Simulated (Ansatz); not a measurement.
# CdO: levels along high-symmetry lines

```
Cd O
1.0
     0.00000    2.34815    2.34815
     2.34815    0.00000    2.34815
     2.34815    2.34815    0.00000
Cd O
1 1
Direct
  0.00000 0.00000 0.00000
  0.50000 0.50000 0.50000
```

Atoms are numbered in the order listed.

The cell is COD entry 9006671, as deposited and not checked against the literature; nothing was relaxed.

The calculation used DFT, PBEsol, all-electron LAPW, scalar-relativistic in Ansatz 0.2.0.

Sampling and basis: a Γ-centred 11×11×11 k mesh, Fermi–Dirac smearing of 0.02 eV, basis error target 0.5 meV/atom, no spin polarisation.

Points in fractions of the reciprocal vectors of this cell: Γ (0, 0, 0), X (0.5, 0, 0.5), U (0.625, 0.25, 0.625), K (0.375, 0.375, 0.75), L (0.5, 0.5, 0.5), W (0.5, 0.25, 0.75). The path joins them by straight lines in the order Γ–X–U–K–Γ–L–W–X; legs that retrace an earlier one aren't tabulated. Energies are in eV from the Fermi level.

(1) Metal or insulator at this level of theory?

(2) Tabulate bands 16 to 21, counted from the lowest band of the run, along the path.

Answers

(1) No gap opens: metallic or semimetallic.

(2) 
```json
{"k (1/Å)": "0.00", "point": "Γ", "band 16": "-6.41", "band 17": "-1.44", "band 18": "-1.44", "band 19": "-1.44", "band 20": "-0.55", "band 21": "14.26"}
{"k (1/Å)": "0.19", "point": "", "band 16": "-6.39", "band 17": "-1.99", "band 18": "-1.45", "band 19": "-1.45", "band 20": "0.32", "band 21": "13.76"}
{"k (1/Å)": "0.38", "point": "", "band 16": "-6.35", "band 17": "-2.51", "band 18": "-1.51", "band 19": "-1.51", "band 20": "1.66", "band 21": "12.94"}
{"k (1/Å)": "0.57", "point": "", "band 16": "-6.30", "band 17": "-2.82", "band 18": "-1.63", "band 19": "-1.63", "band 20": "2.96", "band 21": "11.64"}
{"k (1/Å)": "0.76", "point": "", "band 16": "-6.24", "band 17": "-3.10", "band 18": "-1.84", "band 19": "-1.84", "band 20": "3.89", "band 21": "9.70"}
{"k (1/Å)": "0.96", "point": "", "band 16": "-6.18", "band 17": "-3.48", "band 18": "-2.10", "band 19": "-2.10", "band 20": "4.15", "band 21": "8.66"}
{"k (1/Å)": "1.15", "point": "", "band 16": "-6.06", "band 17": "-4.04", "band 18": "-2.33", "band 19": "-2.33", "band 20": "3.92", "band 21": "8.39"}
{"k (1/Å)": "1.34", "point": "X", "band 16": "-5.68", "band 17": "-4.46", "band 18": "-2.42", "band 19": "-2.42", "band 20": "3.76", "band 21": "8.37"}
{"k (1/Å)": "1.41", "point": "", "band 16": "-5.69", "band 17": "-4.43", "band 18": "-2.44", "band 19": "-2.39", "band 20": "3.80", "band 21": "8.37"}
{"k (1/Å)": "1.47", "point": "", "band 16": "-5.72", "band 17": "-4.35", "band 18": "-2.49", "band 19": "-2.30", "band 20": "3.92", "band 21": "8.37"}
{"k (1/Å)": "1.54", "point": "", "band 16": "-5.77", "band 17": "-4.22", "band 18": "-2.56", "band 19": "-2.17", "band 20": "4.10", "band 21": "8.38"}
{"k (1/Å)": "1.61", "point": "", "band 16": "-5.82", "band 17": "-4.06", "band 18": "-2.66", "band 19": "-1.99", "band 20": "4.35", "band 21": "8.39"}
{"k (1/Å)": "1.68", "point": "", "band 16": "-5.88", "band 17": "-3.88", "band 18": "-2.76", "band 19": "-1.79", "band 20": "4.64", "band 21": "8.40"}
{"k (1/Å)": "1.74", "point": "", "band 16": "-5.94", "band 17": "-3.69", "band 18": "-2.87", "band 19": "-1.57", "band 20": "4.96", "band 21": "8.42"}
{"k (1/Å)": "1.81", "point": "U", "band 16": "-5.99", "band 17": "-3.49", "band 18": "-2.97", "band 19": "-1.33", "band 20": "5.31", "band 21": "8.44"}
{"k (1/Å)": "1.93", "point": "", "band 16": "-5.99", "band 17": "-3.42", "band 18": "-2.94", "band 19": "-1.28", "band 20": "5.55", "band 21": "8.14"}
{"k (1/Å)": "2.05", "point": "", "band 16": "-5.98", "band 17": "-3.41", "band 18": "-2.80", "band 19": "-1.33", "band 20": "5.85", "band 21": "7.90"}
{"k (1/Å)": "2.16", "point": "", "band 16": "-5.97", "band 17": "-3.41", "band 18": "-2.67", "band 19": "-1.41", "band 20": "6.07", "band 21": "7.75"}
{"k (1/Å)": "2.28", "point": "", "band 16": "-5.97", "band 17": "-3.41", "band 18": "-2.67", "band 19": "-1.41", "band 20": "6.07", "band 21": "7.75"}
{"k (1/Å)": "2.40", "point": "", "band 16": "-5.98", "band 17": "-3.41", "band 18": "-2.80", "band 19": "-1.33", "band 20": "5.85", "band 21": "7.90"}
{"k (1/Å)": "2.51", "point": "", "band 16": "-5.99", "band 17": "-3.42", "band 18": "-2.94", "band 19": "-1.28", "band 20": "5.55", "band 21": "8.14"}
{"k (1/Å)": "2.63", "point": "K", "band 16": "-5.99", "band 17": "-3.49", "band 18": "-2.97", "band 19": "-1.33", "band 20": "5.31", "band 21": "8.44"}
{"k (1/Å)": "2.83", "point": "", "band 16": "-6.05", "band 17": "-3.21", "band 18": "-2.89", "band 19": "-0.67", "band 20": "6.36", "band 21": "7.10"}
{"k (1/Å)": "3.04", "point": "", "band 16": "-6.06", "band 17": "-3.37", "band 18": "-2.35", "band 19": "-0.23", "band 20": "5.51", "band 21": "7.87"}
{"k (1/Å)": "3.24", "point": "", "band 16": "-6.11", "band 17": "-3.43", "band 18": "-1.93", "band 19": "-0.14", "band 20": "4.21", "band 21": "9.38"}
{"k (1/Å)": "3.44", "point": "", "band 16": "-6.24", "band 17": "-3.30", "band 18": "-1.66", "band 19": "-0.40", "band 20": "2.92", "band 21": "10.77"}
{"k (1/Å)": "3.64", "point": "", "band 16": "-6.38", "band 17": "-2.89", "band 18": "-1.52", "band 19": "-0.85", "band 20": "1.62", "band 21": "12.12"}
{"k (1/Å)": "3.85", "point": "", "band 16": "-6.42", "band 17": "-2.15", "band 18": "-1.46", "band 19": "-1.27", "band 20": "0.34", "band 21": "13.56"}
{"k (1/Å)": "4.05", "point": "Γ", "band 16": "-6.41", "band 17": "-1.44", "band 18": "-1.44", "band 19": "-1.44", "band 20": "-0.55", "band 21": "14.26"}
{"k (1/Å)": "4.21", "point": "", "band 16": "-6.45", "band 17": "-2.02", "band 18": "-1.37", "band 19": "-1.37", "band 20": "0.11", "band 21": "13.74"}
{"k (1/Å)": "4.38", "point": "", "band 16": "-6.50", "band 17": "-2.77", "band 18": "-1.16", "band 19": "-1.16", "band 20": "1.08", "band 21": "12.36"}
{"k (1/Å)": "4.55", "point": "", "band 16": "-6.45", "band 17": "-3.35", "band 18": "-0.87", "band 19": "-0.87", "band 20": "2.05", "band 21": "10.77"}
{"k (1/Å)": "4.71", "point": "", "band 16": "-6.34", "band 17": "-3.69", "band 18": "-0.56", "band 19": "-0.56", "band 20": "2.93", "band 21": "9.32"}
{"k (1/Å)": "4.88", "point": "", "band 16": "-6.24", "band 17": "-3.84", "band 18": "-0.29", "band 19": "-0.29", "band 20": "3.63", "band 21": "8.18"}
{"k (1/Å)": "5.04", "point": "", "band 16": "-6.17", "band 17": "-3.87", "band 18": "-0.11", "band 19": "-0.11", "band 20": "4.08", "band 21": "7.47"}
{"k (1/Å)": "5.21", "point": "L", "band 16": "-6.14", "band 17": "-3.87", "band 18": "-0.04", "band 19": "-0.04", "band 20": "4.24", "band 21": "7.22"}
{"k (1/Å)": "5.34", "point": "", "band 16": "-6.14", "band 17": "-3.86", "band 18": "-0.24", "band 19": "-0.09", "band 20": "4.46", "band 21": "7.17"}
{"k (1/Å)": "5.48", "point": "", "band 16": "-6.14", "band 17": "-3.84", "band 18": "-0.72", "band 19": "-0.25", "band 20": "5.02", "band 21": "7.00"}
{"k (1/Å)": "5.61", "point": "", "band 16": "-6.14", "band 17": "-3.77", "band 18": "-1.34", "band 19": "-0.51", "band 20": "5.78", "band 21": "6.74"}
{"k (1/Å)": "5.75", "point": "", "band 16": "-6.11", "band 17": "-3.66", "band 18": "-1.97", "band 19": "-0.88", "band 20": "6.44", "band 21": "6.63"}
{"k (1/Å)": "5.88", "point": "", "band 16": "-6.00", "band 17": "-3.47", "band 18": "-2.53", "band 19": "-1.31", "band 20": "6.16", "band 21": "7.51"}
{"k (1/Å)": "6.02", "point": "", "band 16": "-5.86", "band 17": "-3.23", "band 18": "-2.93", "band 19": "-1.74", "band 20": "5.97", "band 21": "8.33"}
{"k (1/Å)": "6.15", "point": "W", "band 16": "-5.79", "band 17": "-3.09", "band 18": "-3.09", "band 19": "-1.95", "band 20": "5.90", "band 21": "8.75"}
{"k (1/Å)": "6.25", "point": "", "band 16": "-5.79", "band 17": "-3.31", "band 18": "-2.90", "band 19": "-1.97", "band 20": "5.75", "band 21": "8.60"}
{"k (1/Å)": "6.35", "point": "", "band 16": "-5.79", "band 17": "-3.54", "band 18": "-2.74", "band 19": "-2.01", "band 20": "5.37", "band 21": "8.49"}
{"k (1/Å)": "6.44", "point": "", "band 16": "-5.78", "band 17": "-3.79", "band 18": "-2.62", "band 19": "-2.09", "band 20": "4.89", "band 21": "8.43"}
{"k (1/Å)": "6.54", "point": "", "band 16": "-5.76", "band 17": "-4.03", "band 18": "-2.53", "band 19": "-2.19", "band 20": "4.44", "band 21": "8.39"}
{"k (1/Å)": "6.63", "point": "", "band 16": "-5.74", "band 17": "-4.25", "band 18": "-2.46", "band 19": "-2.30", "band 20": "4.07", "band 21": "8.38"}
{"k (1/Å)": "6.73", "point": "", "band 16": "-5.70", "band 17": "-4.40", "band 18": "-2.43", "band 19": "-2.39", "band 20": "3.84", "band 21": "8.37"}
{"k (1/Å)": "6.82", "point": "X", "band 16": "-5.68", "band 17": "-4.46", "band 18": "-2.42", "band 19": "-2.42", "band 20": "3.76", "band 21": "8.37"}
```
